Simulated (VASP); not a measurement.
# Ce (Im-3m) in VASP: notebook

One crystal, Ce, is run at these levels: PBE; tasks: single point.

All numbers are computed with VASP 6.6.1; they aren't measurements. Logs are shortened: lines on timing, memory, paths and dates and some standing lists are left out, and cuts for length are marked.

### 1 The crystal as given

The structure is cubic, space group Im-3m (No. 229). Conventional cell: a = 3.887 Å, b = 3.887 Å, c = 3.887 Å, α = 90.00°, β = 90.00°, γ = 90.00°. Around Ce (site symmetry m-3m) lie 8 Ce at 3.37 Å.

This isn't the form of Ce at room conditions, which is fcc.

### 2 Single point, PBE, collinear spin, ferromagnetic start

The input, INCAR:

```
PREC     = Accurate       # precision mode
ENCUT    = 450            # plane-wave cutoff, eV
EDIFF    = 0.01           # SCF threshold, eV
ISMEAR   = 0              # smearing method
SIGMA    = 0.2            # smearing width, eV
LREAL    = F              # projectors in reciprocal space
LASPH    = T              # aspherical terms in the spheres
NELM     = 100            # most SCF steps
ALGO     = Normal         # electronic algorithm
ISIF     = 2              # what is computed and relaxed
LWAVE    = F              # write WAVECAR
LCHARG   = F              # write CHGCAR
ISPIN    = 2              # spin polarisation
MAGMOM   = 1              # initial moments
LORBIT   = 11             # projections on sites
LMAXMIX  = 6              # l up to which the mixer works
GGA      = PE             # functional
NBANDS   = 16             # bands
ADDGRID  = F
```

The input, KPOINTS:

```
regular mesh
0
Gamma
  9 9 9
```

The input, POSCAR:

```
Ce
1.0
   -1.9824590000      1.9831840000      1.9962140000
    1.9307920000     -1.9490850000      1.9104480000
    1.9370660000      1.9036920000     -1.9621150000
Ce
1
Direct
   -0.0084250000     -0.0182580000     -0.0014360000
```

Potentials or basis: VASP PAW PBE potentials, release 64 (Ce).

Started as:

```console
$ cat potpaw_PBE.64/Ce/POTCAR > POTCAR
$ mpirun -np 1 vasp_std > vasp.out
```

OUTCAR:

```text
PREC = Accurate
   ENCUT = 450
   EDIFF = 0.01
   ISMEAR = 0
   LREAL = F
   LASPH = T
   NELM = 100
   ISIF = 2
   ISPIN = 2
   LORBIT = 11
   GGA = PE

 Found    365 irreducible k-points:

 Following reciprocal coordinates:
            Coordinates               Weight
  0.000000  0.000000  0.000000      1.000000
  0.111111  0.000000 -0.000000      2.000000
  0.222222  0.000000  0.000000      2.000000
  0.333333  0.000000 -0.000000      2.000000
  0.444444  0.000000  0.000000      2.000000
  0.000000  0.111111  0.000000      2.000000
   k-points           NKPTS =    365   k-points in BZ     NKDIM =    365   number of bands    NBANDS=     16
   number of dos      NEDOS =    301   number of ions     NIONS =      1
   total plane-waves  NPLWV =  13824
   dimension x,y,z NGX =    24 NGY =   24 NGZ =   24
   dimension x,y,z NGXF=    48 NGYF=   48 NGZF=   48
   ions per type =               1
   NGX,Y,Z   is equivalent  to a cutoff of  11.59, 11.93, 11.91 a.u.
   NGXF,Y,Z  is equivalent  to a cutoff of  23.18, 23.87, 23.82 a.u.
 SYSTEM =  unknown system
   PREC   = accura    normal or accurate (medium, high low for compatibility)
   ISTART =      0    job   : 0-new  1-cont  2-samecut
   ICHARG =      2    charge: 1-file 2-atom 10-const
   ISPIN  =      2    spin polarized calculation?
   LNONCOLLINEAR =      F non collinear calculations
   LSORBIT =      F    spin-orbit coupling
   LASPH  =      T    aspherical Exc in radial PAW
   ENCUT  =  450.0 eV  33.07 Ry    5.75 a.u.   5.95  5.78  5.80*2*pi/ulx,y,z
   NELM   =    100;   NELMIN=  2; NELMDL= -5     # of ELM steps
   EDIFF  = 0.1E-01   stopping-criterion for ELM
   LREAL  =      F    real-space projection
   EDIFFG = 0.1E+00   stopping-criterion for IOM
   NSW    =      0    number of steps for IOM
   IBRION =     -1    ionic relax: 0-MD 1-quasi-New 2-CG
   NFREE  =      0    steps in history (QN), initial steepest desc. (CG)
   ISIF   =      2    stress and relaxation
   ISYM   =      2    0-nonsym 1-usesym 2-fastsym
   POTIM  = 0.5000    time-step for ionic-motion
   TEBEG  =    0.0;   TEEND  =   0.0 temperature during run
   PSTRESS=    0.0 pullay stress
   NELECT =      12.0000    total number of electrons
   NUPDOWN=      -1.0000    fix difference up-down
   EMIN   =  10.00;   EMAX   =-10.00  energy-range for DOS
   EFERMI =   0.00;   METHOD = LEGACY
   ISMEAR =     0;   SIGMA  =   0.20  broadening in eV -4-tet -1-fermi 0-gaus
   EFERMI_NEDOS =   21; number of points for ismear=-14 and -15
   IALGO  =     38    algorithm
   IMIX   =      4    mixing-type and parameters
     AMIX     =   0.40;   BMIX     =  1.00
     AMIX_MAG =   1.60;   BMIX_MAG =  1.00
  volume/ion in A,a.u.               =      29.35       198.10
  Fermi-wavevector in a.u.,A,eV,Ry     =   1.214998  2.296014 20.085205  1.476221
  Thomas-Fermi vector in A             =   2.350400
   LORBIT       =     11    0 simple, 1 ext, 2 COOP (PROOUT), +10 PAW based schemes
   GGA     = PE    functional components
   LHFCALC =     F    Hartree Fock is set to
   AEXX    =    0.0000 exact exchange contribution
   IVDW    =     0    specifies the selected vdW correction
   LEPSILON=     F    determine dielectric tensor
   LRPA    =     F    only Hartree local field effects (RPA)
 spin polarized calculation
 Gauss-broadening in eV      SIGMA  =   0.20
  energy-cutoff  :      450.00
  volume of cell :       29.35
 maximum number of plane-waves:       652
   NGX = 11   NGY = 11   NGZ = 11

 number of electron      11.9999999 magnetization       0.2333050

 Free energy of the ion-electron system (eV)
  ---------------------------------------------------
  ext. energy  EPLUGINS =         0.00000000
  ---------------------------------------------------
  free energy    TOTEN  =        -5.73247699 eV

  energy without entropy =       -5.62954013  energy(sigma->0) =       -5.68100856

 E-fermi :   8.2379     XC(G=0): -10.7874

 val. band max:        8.2374700473   @ k =   0.4444  -0.1111   0.3333
 cond. band min:       8.2386477185   @ k =  -0.3333   0.1111   0.3333
 fundamental gap:      0.0011776711
 Fermi energy:         8.2379277614

 spin component 1

 k-point     1 :       0.0000    0.0000    0.0000
  band No.  band energies     occupation
      1     -26.4338      1.00000
      2      -8.0659      1.00000
      3      -7.9632      1.00000
      4      -7.9416      1.00000
      5       5.1767      1.00000
      6       8.2979      0.33577
[... 8 lines left out ...]
     15      10.3001      0.00000
     16      12.6905      0.00000

 k-point     2 :       0.1111    0.0000   -0.0000
  band No.  band energies     occupation
      1     -26.3924      1.00000
      2      -8.3138      1.00000
      3      -8.0628      1.00000
      4      -7.9670      1.00000
      5       5.6532      1.00000
      6       8.2087      0.58199
[... 8 lines left out ...]
     15      10.8543      0.00000
     16      12.4191      0.00000

 k-point     3 :       0.2222    0.0000    0.0000
  band No.  band energies     occupation
      1     -26.2859      1.00000
      2      -8.9838      1.00000
      3      -8.2585      1.00000
      4      -7.9789      1.00000
      5       6.5124      1.00000
      6       8.1769      0.66697
[... 8 lines left out ...]
     15      12.3448      0.00000
     16      12.3950      0.00000

 k-point     4 :       0.3333    0.0000   -0.0000
  band No.  band energies     occupation
      1     -26.1611      1.00000
      2      -9.6782      1.00000
      3      -8.4606      1.00000
      4      -7.9928      1.00000
      5       6.5111      1.00000
      6       8.0753      0.87493
[... 8 lines left out ...]
     15      12.8702      0.00000
     16      13.5032      0.00000

 k-point     5 :       0.4444    0.0000    0.0000
  band No.  band energies     occupation
      1     -26.0765      1.00000
      2     -10.0992      1.00000
      3      -8.5863      1.00000
      4      -8.0020      1.00000
      5       6.2462      1.00000
      6       7.9501      0.97909
[... 8 lines left out ...]
     15      13.1214      0.00000
     16      13.8715      0.00000

 k-point     6 :       0.0000    0.1111    0.0000
  band No.  band energies     occupation
      1     -26.3873      1.00000
      2      -8.2527      1.00000
      3      -8.1160      1.00000
      4      -8.0065      1.00000
      5       5.6712      1.00000
      6       8.2153      0.56356
[... 8 lines left out ...]
     15      10.5691      0.00000
     16      12.3199      0.00000

 [... further k-points ...]

 spin component 2

 k-point     1 :       0.0000    0.0000    0.0000
  band No.  band energies     occupation
      1     -26.3432      1.00000
      2      -7.9882      1.00000
      3      -7.8840      1.00000
      4      -7.8621      1.00000
      5       5.2536      1.00000
      6       8.4385      0.07804
[... 8 lines left out ...]
     15      10.3715      0.00000
     16      12.7350      0.00000

 k-point     2 :       0.1111    0.0000   -0.0000
  band No.  band energies     occupation
      1     -26.3016      1.00000
      2      -8.2361      1.00000
      3      -7.9836      1.00000
      4      -7.8878      1.00000
      5       5.7304      1.00000
      6       8.3406      0.23400
[... 8 lines left out ...]
     15      10.9297      0.00000
     16      12.4709      0.00000

 k-point     3 :       0.2222    0.0000    0.0000
  band No.  band energies     occupation
      1     -26.1949      1.00000
      2      -8.9066      1.00000
      3      -8.1796      1.00000
      4      -7.9000      1.00000
      5       6.5896      1.00000
      6       8.2980      0.33562
[... 8 lines left out ...]
     15      12.4184      0.00000
     16      12.4565      0.00000

 k-point     4 :       0.3333    0.0000   -0.0000
  band No.  band energies     occupation
      1     -26.0697      1.00000
      2      -9.6017      1.00000
      3      -8.3819      1.00000
      4      -7.9141      1.00000
      5       6.5852      1.00000
      6       8.1672      0.69141
[... 8 lines left out ...]
     15      12.9318      0.00000
     16      13.5590      0.00000

 k-point     5 :       0.4444    0.0000    0.0000
  band No.  band energies     occupation
      1     -25.9849      1.00000
      2     -10.0232      1.00000
      3      -8.5077      1.00000
      4      -7.9235      1.00000
      5       6.3171      1.00000
      6       8.0277      0.93144
[... 8 lines left out ...]
     15      13.1843      0.00000
     16      13.9263      0.00000

 k-point     6 :       0.0000    0.1111    0.0000
  band No.  band energies     occupation
      1     -26.2966      1.00000
      2      -8.1735      1.00000
      3      -8.0381      1.00000
      4      -7.9276      1.00000
      5       5.7481      1.00000
      6       8.3482      0.21786
[... 8 lines left out ...]
     15      10.6496      0.00000
     16      12.3724      0.00000

 [... further k-points ...]

------------------------ aborting loop because EDIFF is reached ----------------------------------------

  FORCE on cell =-STRESS in cart. coord.  units (eV):
  Direction    XX          YY          ZZ          XY          YZ          ZX
  --------------------------------------------------------------------------------------
  -------------------------------------------------------------------------------------
  Total       -0.8436696     -0.7393719     -0.6432966      0.0554055     -0.0437352      0.0646798
  in kB      -46.0473102    -40.3547646    -35.1109944      3.0240218     -2.3870584      3.5302107
  external PRESSURE =     -40.5043564 kB  Pullay stress =       0.0000000 kB

 VOLUME and BASIS-vectors are now :
 -----------------------------------------------------------------------------
  energy-cutoff  :      450.00
  volume of cell :       29.35
      direct lattice vectors                 reciprocal lattice vectors
    -1.982459000  1.983184000  1.996214000     0.006384800  0.255123769  0.253830615
     1.930792000 -1.949085000  1.910448000     0.262015728  0.000784005  0.259431410
     1.937066000  1.903692000 -1.962115000     0.261612011  0.260320847  0.001187722

 POSITION                                       TOTAL-FORCE (eV/Angst)
 -----------------------------------------------------------------------------------
      1.86407      1.95394      1.89567         0.000000     -0.000000      0.000000
 -----------------------------------------------------------------------------------
    total drift:                                0.000000      0.000001      0.000000

  FREE ENERGIE OF THE ION-ELECTRON SYSTEM (eV)
  ---------------------------------------------------
  free  energy   TOTEN  =        -5.7324769929 eV

  energy  without entropy=       -5.6295401332  energy(sigma->0) =       -5.68100856

 total charge

# of ion       s       p       d       f       tot
--------------------------------------------------
    1        2.084   5.584   1.161   0.975   9.804

 magnetization (x)

# of ion       s       p       d       f       tot
--------------------------------------------------
    1        0.002   0.001   0.029   0.193   0.225
```

Run time: 50 s. Hardware: 1 thread of Intel Xeon 6975P-C (Granite Rapids), shared host; peak memory 0.34 GiB.

The run converged, but some of its settings lie outside the range that counts as converged, so its numbers aren't taken as properties of the crystal.

What came out:

```
Free energy                                           : -5.7325 eV
Pressure                                              : -4.1 GPa
Band gap on the k mesh                                : none (metal or under the smearing width)
Net moment                                            : 0.23 μB per cell
Site moments                                          : Ce +0.23 μB
Valence electrons inside the program's atomic spheres : Ce 9.80
```

Caveat: the magnetic or orbital state may not be the lowest; spin-orbit coupling is left out, which moves the levels of the heavy elements.

### 3 Single point, PBE, collinear spin, ferromagnetic start

This run uses another cell than the first one, of the same volume but with other edges.

INCAR: that of step 2 with these lines changed.

```diff
@@ -2,3 +2,3 @@
 ENCUT    = 450            # plane-wave cutoff, eV
-EDIFF    = 0.01           # SCF threshold, eV
+EDIFF    = 0.001          # SCF threshold, eV
 ISMEAR   = 0              # smearing method
```

KPOINTS is that of step 2.

The input, POSCAR:

```
Ce
1.0
   -1.9432985503      1.9432985503      1.9432985503
    1.9432985503     -1.9432985503      1.9432985503
    1.9432985503      1.9432985503     -1.9432985503
Ce
1
Direct
    0.0000000000      0.0000000000      0.0000000000
```

Potentials or basis: VASP PAW PBE potentials, release 64 (Ce).

Started as:

```console
$ cat potpaw_PBE.64/Ce/POTCAR > POTCAR
$ mpirun -np 1 vasp_std > vasp.out
```

It took 10 s on 1 thread of Intel Xeon 6975P-C (Granite Rapids), shared host; peak memory 0.17 GiB.

These settings aren't checked as converged: the numbers below hold their error.

What came out:

```
Free energy                                           : -5.7373 eV
Pressure                                              : 0.9 GPa
Band gap on the k mesh                                : none (metal or under the smearing width)
Net moment                                            : 0.42 μB per cell
Site moments                                          : Ce +0.40 μB
Valence electrons inside the program's atomic spheres : Ce 9.81
```

Caveat: the magnetic or orbital state may not be the lowest; spin-orbit coupling is left out, which moves the levels of the heavy elements.

### 4 The reference run

An earlier run on the cell as given: functional PBE; potentials or basis VASP PAW PBE potentials, release 64 (Ce); cutoff 520 eV; k mesh 10 × 10 × 10; occupations fermi-dirac, width 0.05 eV; collinear spin, ferromagnetic start; starting moments [1.0] μB.

* Pressure: -0.8 GPa
* Band gap on the k mesh: none (metal or under the smearing width)
* Net moment: 1.00 μB per cell
* Site moments: Ce +0.79 μB
* Valence electrons inside the program's atomic spheres: Ce 9.81
